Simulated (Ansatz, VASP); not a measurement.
# Cross-check of TePb between VASP and Ansatz

Aim: how closely do two programs agree when they are given the same cell, functional and k mesh?

Method: plane waves, with VASP 6.6.1 beside it; single point at LDA, in Ansatz 0.2.0.

## Step 1: Starting point

It takes space group Fm-3m (No. 225, cubic). Conventional cell: a = 6.462 Å, b = 6.462 Å, c = 6.462 Å, α = 90.00°, β = 90.00°, γ = 90.00°. Nearest to Pb lie 6 Te at 3.23 Å. Nearest to Te lie 6 Pb at 3.23 Å. Farther neighbours and most contacts between anions are not listed.

## Step 2: Ansatz: single point, LDA

Ansatz runs on its default PAW (the set named soft_2) files.

With cell and atoms fixed, the geometry can't cause a difference; cores, projectors, grids and the points listed under the comparison can.

input.yaml

```yaml
crystal:
  lattice:
    - [0.0, 3.231, 3.231]
    - [3.231, 0.0, 3.231]
    - [3.231, 3.231, 0.0]
  atoms:
    - { symbol: Pb, position: [0.0, 0.0, 0.0] }
    - { symbol: Te, position: [0.5, 0.5, 0.5] }
hamiltonian:
  xc: lda
  pseudopotentials: { kind: paw }
kpoints:
  mp_grid: { grid: [8, 8, 8] }
scf:
  occupations: { method: gaussian, width: 0.01 }
  n_extra_bands: 4
output:
  forces: true
  stress: true
  eigenvalues: true
```

Command:

```
ansatz run input.yaml --threads 2 --pin off --max-ram 4608MiB --backend cpu --events-out ev --progress --plain --runs-dir out
```

Numbers of over 12 decimals in the logs are rounded to 6 here.

Output:

```text
scf.n_extra_bands = 4 over 15 filled bands (N_el = 30.0): the run solves 19 bands
Engine: ansatz 0.2.0, x86_64-unknown-linux-gnu
Pseudopotentials: kind: paw
Pseudopotential: Pb, paw, valence charge 14, recommended cutoff 420 eV (normal), Pb.paw.azcp
Pseudopotential: Te, paw, valence charge 16, recommended cutoff 420 eV (normal), Te.paw.azcp
Functional definition: SPW92
  exchange = slater_x
  correlation = pw_c
Crystal: 2 atoms, lattice volume = 67.459 Å³
Basis set: ecut = 420 eV, 1363 PW (Γ)
Bands: 19, of which v1, the nominal top of the filled ones, is band 15 counted from 1 (14 counted from 0)
Symmetry: 48 space group operations
Space group: Fm-3m (ITA 225), of the structure as read, at distance tolerance 4.1e-5 Å
k-points: 29 of 512
Non-local potential: Pb, projectors of the file, l = 0: 2, l = 1: 2, l = 2: 2, l = 3: 2
Non-local potential: Te, projectors of the file, l = 0: 2, l = 1: 2, l = 2: 2, l = 3: 2
PAW form: soft (Blöchl's): semilocal exchange-correlation on the pseudo side does not see the compensation charge
PAW frozen core: Pb, regenerated for the run's functional, and the local potential with it (the file was generated under x = pbe(κ = 0.804, μ = 0.219515), c = pbe(β = 0.066725))
PAW frozen core: Te, regenerated for the run's functional, and the local potential with it (the file was generated under x = pbe(κ = 0.804, μ = 0.219515), c = pbe(β = 0.066725))
PAW one-centre angular grid: Pb, 590 points (default); XC on 64 Gauss nodes
PAW one-centre angular grid: Te, 590 points (default); XC on 64 Gauss nodes
Initial density: superposition of atomic densities (neutral atoms: chi_scale 0, normalization atom), corrected by the library's trained network
Initial wavefunctions: pseudopotential atomic-orbital guess
Functional: x = slater, c = lda
SCF iter   1: F=—  HF=-18430.259858 eV  |F-HF|=—  |Δ(HF+E_count)|=         —  Δρ=4.28e-3  dr2=7.19e-3  ethr=1.77e-3  ⟨swp⟩=6.9  Hψ=2925  notcnv=0
preconditioner: auto → none  [insulator: Δε(μ)=0.638 eV  Ē_g=14.618 eV  σ=0.010 eV  W_gap=1.00  n_scr=14 (ndim 8)  ℏωp=20.2 eV  f_vac=0.014  D(μ)=0.00/eV (n_scr^D=0)  ε∞_Penn≈2.9]
SCF iter   2: F=—  HF=-18430.255324 eV  |F-HF|=—  |Δ(HF+E_count)|=   4.53e-3  Δρ=1.80e-3  dr2=1.08e-3  ethr=2.40e-5  ⟨swp⟩=3.2  Hψ=1304  notcnv=0
SCF iter   3: F=—  HF=-18430.255173 eV  |F-HF|=—  |Δ(HF+E_count)|=   1.50e-4  Δρ=4.81e-4  dr2=3.22e-4  ethr=3.61e-6  ⟨swp⟩=2.4  Hψ=974  notcnv=0
SCF iter   4: F=—  HF=-18430.255076 eV  |F-HF|=—  |Δ(HF+E_count)|=   9.76e-5  Δρ=1.51e-4  dr2=9.88e-6  ethr=1.07e-6  ⟨swp⟩=2.4  Hψ=855  notcnv=0
SCF iter   5: F=—  HF=-18430.255074 eV  |F-HF|=—  |Δ(HF+E_count)|=   1.32e-6  Δρ=3.05e-5  dr2=6.98e-7  ethr=3.29e-8  ⟨swp⟩=2.2  Hψ=976  notcnv=0
SCF iter   6: F=-18430.255074 eV  HF=-18430.255074 eV  |F-HF|=1.49e-9  |Δ(HF+E_count)|=   3.79e-7  Δρ=5.67e-6  dr2=1.52e-8  ethr=3.33e-10  ⟨swp⟩=6.1  Hψ=2794  notcnv=0
SCF 1 converged in 6 iterations: F = -18430.255074 eV  dr2 = 1.52e-8
  greatest PAW one-centre occupation: 0.999 electrons in one spin orbital (limit 2), on the Te atom at site 1 (counted from 0), in its partial waves of l = 2
SCF converged after 6 iterations
Free energy (F): -18430.255074 eV
Harris-Foulkes:  -18430.255074 eV  (|F-HF|=1.49e-9)
Internal energy: -18430.255074 eV  (E = F + TS)
E sigma→0 (E₀):  -18430.255074 eV
Fermi energy:    8.666189 eV
--- Per-component energies (eV) ---
  E_band       = -325.077763
  E_kinetic    = 469.895930
  E_local      = -2396.492606  (includes V_loc(G=0)·N_el)
  E_nonlocal   = 49.372012
  E_hartree    = 1253.903320
  E_xc         = -343.350178
  E_vxc        = -238.751637  (∫ρ·V_xc dr)
  E_paw        = -14611.265174  (= ΣΔE_a)
  E_vpaw       = -716.909896  (= ΣTr[D̂ρ^β])
  E_aug_tail   = -0.000162  (compensation charges beyond the density's cutoff)
  E_ewald      = -2852.919164
  E_core_change = 0.600948  (= ΣΔE_core)
  E_smearing   = -0.000000  (= −TS)
  E_closure    = 0.000000  (closes the sum)
  Σ components = -18430.255074   (vs F -18430.255074, Δ=0.00e0)
--- Forces (eV/Å), atoms counted from 1 ---
  atom   1  Pb    -0.00000000     0.00000000     0.00000000
  atom   2  Te     0.00000000    -0.00000000     0.00000000
  max |Σ_I F_I| component: 3.88e-29 eV/Å
--- Stress (GPa, compression-positive) ---
       -1.708448      -0.000000       0.000000
       -0.000000      -1.708448      -0.000000
        0.000000      -0.000000      -1.708448
  P = ⅓ Tr σ = -1.7084 GPa (-17.084 kbar)
--- Band table (eV; the first three rows and the last of 29) ---
  k-point 0: bands = [... 11 lower, 2.6175, 7.0242, 7.0242, 7.0242, 12.3505, 12.3505, 12.3505, 14.2036]
  k-point 1: bands = [... 11 lower, 2.1975, 7.0653, 7.0653, 7.2530, 11.5788, 11.7735, 11.7735, 13.9988]
  k-point 2: bands = [... 11 lower, 1.2445, 7.1928, 7.1928, 7.6816, 10.3996, 10.7588, 10.7588, 14.2871]
  k-point 28: bands = [... 11 lower, 0.2873, 4.5732, 4.5732, 8.0143, 9.9492, 13.5443, 13.5443, 15.1477]
```

Wall time 1.3 s (2 threads of Intel Xeon Platinum 8259CL at 2.50GHz (Skylake/Cascade Lake), shared host); peak memory 0.41 GiB; 2.3 s of CPU time.

The run ends at a pressure of -1.71 GPa.

## Step 3: VASP: single point, LDA

The same cell, functional (in two slightly different forms), mesh and smearing now go to VASP, with its own data sets and cutoff.

Lines of VASP's logs that name or quote its potential files are left out, and so is its time.

INCAR

```
SYSTEM = TePb
PREC = Accurate
ENCUT = 400
EDIFF = 1E-07
NELM = 100
ISMEAR = 0
SIGMA = 0.01
LREAL = .FALSE.
ALGO = Normal
GGA = CA
NBANDS = 16
LORBIT = 11
LWAVE = .FALSE.
LCHARG = .FALSE.
KPAR = 4
```

POSCAR

```
TePb
1.0
    0.0000000000      3.2310000000      3.2310000000
    3.2310000000      0.0000000000      3.2310000000
    3.2310000000      3.2310000000      0.0000000000
Pb Te
1 1
Direct
    0.0000000000      0.0000000000      0.0000000000
    0.5000000000      0.5000000000      0.5000000000
```

KPOINTS

```
Automatic mesh
0
Gamma
8 8 8
0 0 0
```

PAW data sets: Pb_d and Te (PBE family, release 64).

Command:

```
mpirun -np 4 vasp_std
```

Output:

```text
[banner, memory and clock lines left out]
running    4 mpi-ranks, on    1 nodes
 distrk:  each k-point on    1 cores,    4 groups
 distr:  one band on    1 cores,    1 groups

 POSCAR found type information on POSCAR PbTe
 POSCAR found :  2 types and       2 ions
|                                                                             |
|               ----> ADVICE to this user running VASP <----                  |
|                                                                             |
|     You enforced a specific xc type in the INCAR file but a different       |
|     [... a line on the potential file left out ...]
|     I HOPE YOU KNOW WHAT YOU ARE DOING!                                     |
|                                                                             |

 LDA part: xc-table for (Slater(with rela. corr.)+CA(PZ))
 , standard interpolation
 POSCAR, INCAR and KPOINTS ok, starting setup
 FFT: planning ... GRIDC
 FFT: planning ... GRID_SOFT
 FFT: planning ... GRID
 WAVECAR not read
 entering main loop
       N       E                     dE             d eps       ncg     rms          rms(c)
DAV:   1     0.142431439737E+03    0.14243E+03   -0.79120E+03   928   0.991E+02
DAV:   2     0.382545372672E-01   -0.14239E+03   -0.13885E+03  1040   0.283E+02
DAV:   3    -0.874442141643E+01   -0.87827E+01   -0.87622E+01  1208   0.777E+01
DAV:   4    -0.895164893036E+01   -0.20723E+00   -0.20720E+00  1224   0.145E+01
DAV:   5    -0.895813419241E+01   -0.64853E-02   -0.64850E-02  1288   0.200E+00    0.323E+00
DAV:   6    -0.881121313080E+01    0.14692E+00   -0.35358E-01  1368   0.561E+00    0.201E+00
DAV:   7    -0.880366634484E+01    0.75468E-02   -0.76959E-02  1240   0.197E+00    0.864E-01
DAV:   8    -0.880323827790E+01    0.42807E-03   -0.72371E-03  1152   0.823E-01    0.111E-01
DAV:   9    -0.880315228652E+01    0.85991E-04   -0.10265E-03  1512   0.277E-01    0.293E-02
DAV:  10    -0.880314804060E+01    0.42459E-05   -0.65938E-05  1176   0.795E-02    0.232E-02
DAV:  11    -0.880314953854E+01   -0.14979E-05   -0.12292E-05  1312   0.362E-02    0.885E-03
DAV:  12    -0.880314955744E+01   -0.18895E-07   -0.40474E-07  1056   0.478E-03
   1 F= -.88031496E+01 E0= -.88031496E+01  d E =-.332241E-49
```

Parts of OUTCAR (step 3):

```text
ion  position               nearest neighbor table
   1  0.000  0.000  0.000-   2 3.23   2 3.23   2 3.23   2 3.23   2 3.23   2 3.23
   2  0.500  0.500  0.500-   1 3.23   1 3.23   1 3.23   1 3.23   1 3.23   1 3.23

  LATTYP: Found a face centered cubic cell.
 ALAT       =     6.4620000000

 Subroutine GETGRP returns: Found 48 space group operations
 (whereof 48 operations were pure point group operations)

The static configuration has the point symmetry O_h .

 Found     29 irreducible k-points:

   k-points           NKPTS =     29   k-points in BZ     NKDIM =     29   number of bands    NBANDS=     16

   dimension x,y,z NGX =    30 NGY =   30 NGZ =   30
   dimension x,y,z NGXF=    60 NGYF=   60 NGZF=   60

   ENCUT  =  400.0 eV  29.40 Ry    5.42 a.u.   7.45  7.45  7.45*2*pi/ulx,y,z

   NELECT =      20.0000    total number of electrons

 k-points in reciprocal lattice and weights: Automatic mesh
   0.00000000  0.00000000  0.00000000       0.002
   0.12500000  0.00000000  0.00000000       0.016
   0.25000000  0.00000000  0.00000000       0.016
   0.37500000  0.00000000  0.00000000       0.016
   0.50000000  0.00000000  0.00000000       0.008
   0.12500000  0.12500000  0.00000000       0.012
   0.25000000  0.12500000  0.00000000       0.047
   0.37500000  0.12500000  0.00000000       0.047
   0.50000000  0.12500000  0.00000000       0.047
[...]
-0.37500000  0.50000000  0.12500000       0.023
  -0.25000000  0.50000000  0.25000000       0.012

 average (electrostatic) potential at core
       1 -91.6013       2 -88.1034

 E-fermi :   5.4263

 k-point     1 :       0.0000    0.0000    0.0000
  band No.  band energies     occupation
    ...
      6      -6.7313      2.00000
      7      -0.3472      2.00000
      8       3.9812      2.00000
      9       3.9812      2.00000
     10       3.9812      2.00000
     11       9.3166      0.00000
     12       9.3166      0.00000
     13       9.3166      0.00000
     14      11.1223      0.00000
     15      11.1223      0.00000
    ...

 k-point     2 :       0.1250    0.0000    0.0000
  band No.  band energies     occupation
    ...
      6      -6.5970      2.00000
      7      -0.7777      2.00000
      8       4.0224      2.00000
      9       4.0224      2.00000
     10       4.2180      2.00000
     11       8.5458      0.00000
     12       8.7335      0.00000
     13       8.7335      0.00000
     14      10.9298      0.00000
     15      11.4152      0.00000
    ...

 k-point     3 :       0.2500    0.0000    0.0000
  band No.  band energies     occupation
    ...
      6      -6.2100      2.00000
      7      -1.7489      2.00000
      8       4.1507      2.00000
      9       4.1507      2.00000
     10       4.6569      2.00000
     11       7.3687      0.00000
     12       7.7133      0.00000
     13       7.7133      0.00000
     14      11.2265      0.00000
     15      12.2144      0.00000
    ...

  Total       -0.6536908     -0.6536908     -0.6536908      0.0000000      0.0000000      0.0000000
  in kB      -15.5253740    -15.5253740    -15.5253740      0.0000000      0.0000000      0.0000000
  external PRESSURE =     -15.5253740 kB  Pullay stress =       0.0000000 kB

  energy-cutoff  :      400.00
  volume of cell :       67.46
      direct lattice vectors                 reciprocal lattice vectors
     0.000000000  3.231000000  3.231000000    -0.154750851  0.154750851  0.154750851
     3.231000000  0.000000000  3.231000000     0.154750851 -0.154750851  0.154750851
     3.231000000  3.231000000  0.000000000     0.154750851  0.154750851 -0.154750851

 POSITION                                       TOTAL-FORCE (eV/Angst)
 -----------------------------------------------------------------------------------
      0.00000      0.00000      0.00000         0.000000      0.000000      0.000000
      3.23100      3.23100      3.23100        -0.000000     -0.000000     -0.000000
 -----------------------------------------------------------------------------------
    total drift:                               -0.000000      0.000000      0.000000

  FREE ENERGIE OF THE ION-ELECTRON SYSTEM (eV)
  ---------------------------------------------------
  free  energy   TOTEN  =        -8.8031495574 eV

  energy  without entropy=       -8.8031495574  energy(sigma->0) =       -8.80314956

 total charge
# of ion       s       p       d       tot
------------------------------------------
    1        1.444   0.593   9.831  11.868
    2        1.385   1.984   0.018   3.387
--------------------------------------------------
tot          2.829   2.577   9.849  15.255

[... 3 further parts left out ...]
```

The run ends at a pressure of -1.55 GPa.

## Step 4: Differences

Known differences besides the potentials themselves: the two LDA forms differ slightly; the data sets hold 30 valence electrons in Ansatz (default PAW (the set named soft_2) files) and 20 in VASP; the cutoff is 420 eV in Ansatz and 400 eV in VASP; Ansatz makes its cores anew for this functional, VASP keeps those of its PBE data sets; VASP's log shows a relativistic correction to its local exchange, Ansatz's none. Total energies have different zeros and are not compared.

The two programs side by side:

```csv
quantity,Ansatz,VASP,difference
pressure (GPa),-1.71,-1.55,-0.16
gap on the k mesh (eV),0.651,0.635,+0.015
```

A gap on the mesh is an upper bound, since the band edges may lie between its points; neither run holds spin-orbit coupling, which can move the band edges of a compound of Pb.

## Step 5: What came out

| Item | Value |
| --- | --- |
| difference in gap on the k mesh (single point, LDA) | 0.015 eV |

The difference in gap on the k mesh is 0.015 eV (single point, LDA), within the 0.08 eV picked in this series as the mark of a large difference. Such differences can come from data sets, numerical settings and the points named under the comparisons, not from the functional's error against experiment.

[Lines on the potential files, build, host, timing and source positions are cut from VASP's logs without a mark.]

[Logs are printed without paths, hosts, clocks, repeated set-up lines and the standing remarks that a program may print on its own settings, such as how far it seeks lower states.]

[Hosts, paths, dates, database ids (printed as entryN), source tags and the programs' standing remarks are cut or masked in the printed files.]
